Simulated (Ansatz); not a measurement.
A (010) slab of SiNi (Pnma (No. 62)), 7 planes, outer planes SiNi (top) and SiNi (bottom), with 28 atoms (Si14Ni14) in a surface cell of A = 28.125 Å², as cut from the bulk:

```xyz
28
Lattice="5.0878 0.0000 0.0000 0.0000 5.5278 0.0000 0.0000 0.0000 25.0733" Properties=species:S:1:pos:R:3 pbc="T T T"
Si    4.1793    3.2424    7.5000
Si    1.6354    5.0494    7.5000
Ni    5.0405    1.0358    7.5000
Ni    2.4966    1.7281    7.5000
Si    3.4525    0.4785    9.1789
Si    0.9085    2.2855    9.1789
Ni    2.5912    3.7998    9.1789
Ni    0.0473    4.4920    9.1789
Si    4.1793    3.2424   10.8578
Si    1.6354    5.0494   10.8578
Ni    5.0405    1.0358   10.8578
Ni    2.4966    1.7281   10.8578
Si    3.4525    0.4785   12.5367
Si    0.9085    2.2855   12.5367
Ni    2.5912    3.7998   12.5367
Ni    0.0473    4.4920   12.5367
Si    4.1793    3.2424   14.2155
Si    1.6354    5.0494   14.2155
Ni    5.0405    1.0358   14.2155
Ni    2.4966    1.7281   14.2155
Si    3.4525    0.4785   15.8944
Si    0.9085    2.2855   15.8944
Ni    2.5912    3.7998   15.8944
Ni    0.0473    4.4920   15.8944
Si    4.1793    3.2424   17.5733
Si    1.6354    5.0494   17.5733
Ni    5.0405    1.0358   17.5733
Ni    2.4966    1.7281   17.5733
```

Theory: DFT PBEsol, scalar-relativistic, plane waves, PAW in Ansatz 0.2.0. Settings: cutoff 420 eV, Γ-centred mesh 7×6×1 on the computed 28-atom cell, Gaussian smearing of 0.10 eV; no spin polarisation.

Against the same 28 atoms in the bulk, the slab as cut lies 7.915 eV higher and the relaxed slab 7.599 eV higher. Bulk and slab both ran without spin polarisation, so these energies, and the surface energy and work of the cut from them, are those of a non-magnetic state, though Ni often carries moments.

(1) Work out the surface energy before and after relaxation.

(2) What is the ideal work of this cut, per area?

The slab was run without spin polarisation; whether its Ni atoms carry moments at the surface wasn't tested.

Results:

(1) The slab has two faces, so γ = (E_slab − N·E_bulk)/(2A), the mean of both. As cut: 7.915/(2 × 28.125) = 0.1407 eV/Å², and 1 eV/Å² = 16.02 J/m², so γ = 2.25 J/m². Relaxed: 7.599/(2 × 28.125) = 0.1351 eV/Å² = 2.16 J/m². Relaxation recovers 4 % of the cost of cutting.

(2) Griffith's ideal work is 2γ: 4.51 J/m² if the new faces stay rigid, 4.33 J/m² if they relax. One thickness was run, 7 planes, so γ can still shift with it.